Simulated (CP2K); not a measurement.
**Predicting one run from its neighbours: the energy of slabs against their depth, a (100) slab of LiI (cut from a parent of space group no. 225; 4 atoms in the cell)**

```
LiI
1.0
    4.27807     0.00000     0.00000
   -4.27807     4.27807     0.00000
    0.00000     0.00000    17.02501
I Li
2 2
Cartesian
  0.00000   0.00000   7.00000
 -2.13903   2.13903  10.02501
  0.00000   0.00000  10.02501
 -2.13903   2.13903   7.00000
```
(The smallest cell of the table.)

Computed with PBE, GPW, DZVP-MOLOPT-SR-GTH basis, GTH-PBE potentials (GTH_POTENTIALS) (CP2K).

Base settings: CUTOFF = 400 Ry; REL_CUTOFF = 50 Ry; SMEAR/METHOD = FERMI_DIRAC; ELECTRONIC_TEMPERATURE = 580.23 K; KPOINTS/SCHEME = MONKHORST-PACK 4 4 1; GAMMA_CENTERED = T; XC_FUNCTIONAL = PBE; I/BASIS_SET = DZVP-MOLOPT-SR-GTH; I/POTENTIAL = GTH-PBE-q7; Li/BASIS_SET = DZVP-MOLOPT-SR-GTH.

The starting cell has typed, rounded lattice constants, without a prior relaxation at this level. The slab is cut from that crystal, and its faces are unrelaxed. Its lattice was rescaled by up to half a per cent. Spin polarisation is off, though cut faces can carry moments; a gap of a slab can lie between surface states. Values carry the incompleteness of an atom-centred basis.

Deep slabs follow E = 2Aγ + N·e, so a straight line through E against N gives the surface energy without a separate bulk run; a round N·e is taken off to keep the numbers short. The area A is 18.302 Å².

```
atoms N  E − N·(-258.870 eV) (eV)
-------  ------------------------
4                          0.2479
8                          0.1917
12                         0.1288
16                              ?
20                         0.0046
```

Problem. Fit the line to the 4 rows given and predict the withheld one.

Solution. Means: x̄ = 11.000, ȳ = 0.14325. Σ(x − x̄)(y − ȳ) = -2.140 and Σ(x − x̄)² = 140.0, so b = -0.01529 and a = ȳ − b·x̄ = 0.31144; γ = a/2A = 0.136 J/m² (unrelaxed) and e = -258.8853 eV per atom. The largest residual of the fitted rows is 0.0026. At x = 16 the line gives 0.0668 eV. The run gave 0.0666 eV, a miss of 0.0002 eV. The rows were chosen because the form fits them, the withheld one included, so this shows the method and is no test of the form.
